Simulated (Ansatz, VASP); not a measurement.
# One calculation of Mg, 6 ways

The starting cell:

```
Mg
1.0
     3.20930    0.00000    0.00000
    -1.60465    2.77934    0.00000
     0.00000    0.00000    5.21030
Mg
2
Direct
  0.66667 0.33333 0.75000
  0.33333 0.66667 0.25000
```

Alike in all runs: task relaxation of cell and atoms; functional PBE; k mesh 10 × 10 × 5; occupations fermi-dirac, width 0.05 eV; no spin polarisation; no spin-orbit coupling.

```csv
program and potentials,plane-wave cutoff (eV),notes,equilibrium volume (Å³/atom)
"VASP, PBE PAW files Mg_pv, 600 eV",600,8 valence electrons an atom on average,22.67
"Ansatz, all-electron LAPW, scalar-relativistic",-,-,23.01
"VASP, PBE PAW files Mg_GW, 630 eV",630,2 valence electrons an atom on average,22.93
"VASP, PBE PAW files Mg, 600 eV",600,2 valence electrons an atom on average,22.93
"VASP, PBE PAW files Mg, 580 eV",580,2 valence electrons an atom on average,22.93
"VASP, PBE PAW files Mg_sv_GW, 680 eV",680,10 valence electrons an atom on average,22.54
```

The equilibrium volume spans 22.54 (VASP, PBE PAW files Mg_sv_GW, 680 eV) to 23.01 Å³/atom (Ansatz, all-electron LAPW, scalar-relativistic), with all-electron results at 23.01. Relaxations stop with a little pressure left, so the last digit of a volume isn't settled.

The functional is the same throughout but for its coding, so the spread measures potentials, basis and numerics; runs on potential files found faulty are left out.
